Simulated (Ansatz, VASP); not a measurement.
## Si: VASP beside Ansatz

INCAR

```
PREC = Accurate
ENCUT = 520
EDIFF = 1E-8
ISMEAR = -1
SIGMA = 0.08
LREAL = F
LASPH = T
NELM = 100
ALGO = Normal
ISIF = 2
LWAVE = F
LCHARG = F
GGA = CA
LEFG = T
NBANDS = 11
```

KPOINTS

```
regular mesh
0
Gamma
  11 11 11
```

POSCAR

```
Si
1.0
    0.0000000000      2.7334537691      2.7334537691
    2.7334537691      0.0000000000      2.7334537691
    2.7334537691      2.7334537691      0.0000000000
Si
2
Direct
    0.5000000000      0.5000000000      0.5000000000
    0.7500000000      0.7500000000      0.7500000000
```

Input for Ansatz:

```yaml
crystal:
  lattice:
    - [0.0, 2.7334537691, 2.7334537691]
    - [2.7334537691, 0.0, 2.7334537691]
    - [2.7334537691, 2.7334537691, 0.0]
  atoms:
    - { symbol: Si, position: [0.5, 0.5, 0.5] }
    - { symbol: Si, position: [0.75, 0.75, 0.75] }
kpoints:
  mp_grid: { grid: [11, 11, 11] }
scf:
  occupations: { method: fermi_dirac, width: 0.08 }
hamiltonian:
  xc: lda
  pseudopotentials: { kind: paw }
output:
  forces: true
  stress: true
  eigenvalues: true
  efg: { contact_densities: true }
```

Change from the starting cell: volume scaled by 1.02, PAW files.

Alike in both runs: task electric field gradients; functional LDA; k mesh 11 × 11 × 11; occupations fermi-dirac, width 0.08 eV; no spin polarisation.

|  | VASP | Ansatz |
| --- | --- | --- |
| version | VASP 6.6.1 | Ansatz 0.2.0 |
| potentials or method | VASP PAW LDA potentials, release 64 (Si) | PAW with Ansatz's default frozen-core files, scalar-relativistic |
| plane-wave cutoff (eV) | 520 | 420 |
| valence electrons in the cell | 8 | 8 |

|  | VASP | Ansatz | Ansatz less VASP |
| --- | --- | --- | --- |
| pressure (GPa) | -3.2 | -3.2 | -0.03 |
| Vzz of the field gradient on the site that differs most (V/Å²) | 0.0 | 0.0 | 0.00 |

Caveats: an odd mesh through Γ misses points on the zone boundary, where band edges often lie.
